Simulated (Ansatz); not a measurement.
Crystal: SnO2 (Cassiterite).

```
Sn O
1.0
     4.73800    0.00000    0.00000
     0.00000    4.73800    0.00000
     0.00000    0.00000    3.18650
Sn O
2 4
Direct
  0.50000 0.50000 0.50000
  0.00000 0.00000 0.00000
  0.80710 0.19290 0.50000
  0.69290 0.69290 0.00000
  0.19290 0.80710 0.50000
  0.30710 0.30710 0.00000
```

Base run:

```yaml
Program: Ansatz 0.2.0
Functional: RPBE
Potentials_or_basis: Ansatz PAW
Cutoff: "420 eV (not typed: the program's choice for these potentials)"
k_mesh: 6 × 6 × 8
Occupations: fermi-dirac, width 0.05 eV
Spin: no spin polarisation
```

Its results: band gap on the k mesh 1.37 eV, direct; pressure 15.4 GPa; largest force 0.307 eV/Å.

Q: After a change of settings the same cell gave: band gap on the k mesh 1.96 eV, direct; pressure 3.3 GPa; largest force 0.242 eV/Å. Which change was it?
A. functional from RPBE to revPBE
B. functional from RPBE to r2SCAN; cutoff from 420 eV (not typed: the program's choice for these potentials) to 500 eV (not typed: the program's choice for these potentials)
C. functional from RPBE to LDA
D. functional from RPBE to BLYP

A: B.

r2SCAN gives the wider gap, since meta-GGAs in the generalised Kohn-Sham scheme recover part of the derivative discontinuity.

Caveats: spin-orbit coupling is left out, which moves the levels of the heavy elements; the PAW data sets come from PBE, with cores solved anew for the run's functional, which leaves a small shift of forces and pressure.

Runs at the PBE level aren't shown here.
